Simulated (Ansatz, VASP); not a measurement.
# One calculation of C, two programs

```xyz
1
Lattice="4.2552 0.0000 0.0000 0.0000 4.2552 0.0000 0.0000 0.0000 1.2823" Properties=species:S:1:pos:R:3 pbc="T T T"
C     2.1276    2.1276    0.6411
```

The cell was built by a generator and needn't be a form met in nature.

Alike in both runs: task single point; functional PBE; k mesh 6 × 6 × 20; occupations fermi-dirac, width 0.05 eV; no spin polarisation.

```csv
,VASP,Ansatz
version,VASP 6.6.1,Ansatz 0.2.0
potentials or method,"VASP PAW PBE potentials, release 64 (C)",Ansatz PAW
plane-wave cutoff (eV),520,420
valence electrons in the cell,4,4
```

VASP gave:

| Quantity | Value |
| --- | --- |
| gap on the k mesh at the Fermi level (eV) | none |
| pressure (GPa) | 0.1 |
| largest component of the traceless stress (GPa) | 1.09 |

**Question.** Estimate Ansatz's values.

**Answer.** gap on the k mesh at the Fermi level (eV): none; pressure (GPa): 0.2; largest component of the traceless stress (GPa): 1.21.

A gap of «none» marks a metal or a gap that the smearing closes. The functional is the same, so the differences come from potentials, cutoffs and numerics.
